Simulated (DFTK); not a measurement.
**Fe in DFTK: the effect of functional**

The system is Fe.

```
Fe
1.0
     0.00000    1.94174    1.96511
     1.49844    0.00000    1.96511
     1.49844    1.94174    0.00000
Fe
1
Direct
  0.00000 0.00000 0.00000
```

Alike in all runs:

* Program: DFTK 0.8.2
* Task: band structure
* Potentials or basis: SG15 1.2 (PBE)
* Cutoff: 1225 eV
* k mesh: 7 × 7 × 7
* Occupations: fermi-dirac, width 0.05 eV
* Spin: collinear spin, ferromagnetic start
* Starting moments: [3.0] μB

Problem. One run gave: pressure 20.8 GPa; moment 2.87 μB. Which functional did it use?
A. PBEsol
B. SCAN
C. LDA
D. r2SCAN
E. TASK

Solution. E.

```csv
functional,pressure (GPa),moment (μB)
LDA,-19.6,2.23
PBEsol,-8.5,2.28
r2SCAN,14.0,2.86
SCAN,12.2,2.87
TASK,20.8,2.87
```

Caveats: all runs use coarse meshes; the potentials were made for another functional, which shifts forces and pressure.

Runs at the PBE level aren't shown here.
